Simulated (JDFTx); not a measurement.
N:

```xyz
4
Lattice="4.1672 0.0000 0.0000 -2.0836 3.6089 0.0000 0.0000 0.0000 7.0060" Properties=species:S:1:pos:R:3 pbc="T T T"
N     2.0836    1.2030    4.7015
N     2.0836    1.2030    5.8075
N     0.0000    2.4060    1.1985
N     0.0000    2.4060    2.3045
```

* Program: JDFTx 1.7.0 (patched build)
* Task: single point
* Functional: PBE
* Potentials or basis: PseudoDojo-SR-PBE-0.5-standard
* Cutoff: 1143 eV
* Density cutoff: 9143 eV
* k mesh: 7 × 7 × 4
* Occupations: fermi-dirac, width 0.05 eV
* Spin: no spin polarisation

On this cell: pressure -0.2 GPa; largest force 0.402 eV/Å; band gap on the k mesh 7.07 eV, indirect (least direct gap 7.35 eV).

The same run follows on a disturbed copy (atoms moved at random, drawn with an rms of 0.05 Å):

```
N
1.0
     4.16723    0.00000    0.00000
    -2.08362    3.60893    0.00000
     0.00000    0.00000    7.00600
N
4
Direct
  0.66138 0.32879 0.66644
  0.67056 0.32840 0.82693
  0.34034 0.67106 0.16933
  0.32714 0.64640 0.32778
```

Task: What changes?

Result: The energy moves by +9.7 meV/atom; pressure -2.2 GPa; largest force 2.849 eV/Å; band gap on the k mesh 6.91 eV, indirect (least direct gap 7.18 eV).

Forces on the atoms (eV/Å):
```
N    0.102 -0.013  2.847
N   -0.099  0.011 -2.843
N   -0.002 -0.117  1.424
N   -0.001  0.119 -1.427
```

Stress tensor (GPa, compression positive):
```
 0.23 -0.01 -0.15
-0.01  0.21  0.16
-0.15  0.16 -6.91
```

Caveats: an odd mesh through Γ misses points on the zone boundary, where band edges often lie.
